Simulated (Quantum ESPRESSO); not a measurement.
A run of Quantum ESPRESSO 7.5 is set up as follows.

pw.in

```
&CONTROL
  calculation = 'vc-relax'
  prefix = 'pwscf'
  outdir = './tmp'
  pseudo_dir = './pseudo'
  tprnfor = .true.
  tstress = .true.
  disk_io = 'low'
  nstep = 40
  forc_conv_thr = 0.0004
  etot_conv_thr = 1d-05
/
&SYSTEM
  ibrav = 0
  nat = 2
  ntyp = 2
  ecutwfc = 45
  ecutrho = 360
  nbnd = 14
  occupations = 'smearing'
  smearing = 'fd'
  degauss = 0.00367493
/
&ELECTRONS
  conv_thr = 4d-10
  electron_maxstep = 120
  mixing_beta = 0.5
/
&IONS
  ion_dynamics = 'bfgs'
/
&CELL
  cell_dynamics = 'bfgs'
  press = 0
  press_conv_thr = 0.3
/
ATOMIC_SPECIES
Zr    91.2240 zr_pbe_v1.uspp.F.UPF
C     12.0110 c_pbe_v1.2.uspp.F.UPF
CELL_PARAMETERS angstrom
   0.0000000000    2.3650000000    2.3650000000
   2.3650000000    0.0000000000    2.3650000000
   2.3650000000    2.3650000000    0.0000000000
ATOMIC_POSITIONS angstrom
Zr     2.3650000000    2.3650000000    2.3650000000
C      0.0000000000    0.0000000000    0.0000000000
K_POINTS automatic
10 10 10 0 0 0
```

Potentials or basis: GBRV 1.5 PBE.

The run is started by

```console
$ OMP_NUM_THREADS=1 pw.x -in pw.in > pw.out
```

(1) What does it give for the relaxed cell?

(2) Predict the space group after relaxing (to 0.05 Å).

(3) Estimate the band gap on the k mesh.

Results:

(1) a = 3.329 Å, b = 3.329 Å, c = 3.329 Å, α = 60.00°, β = 60.00°, γ = 60.00°.

(2) Fm-3m (No. 225).

(3) none (metal or under the smearing width).
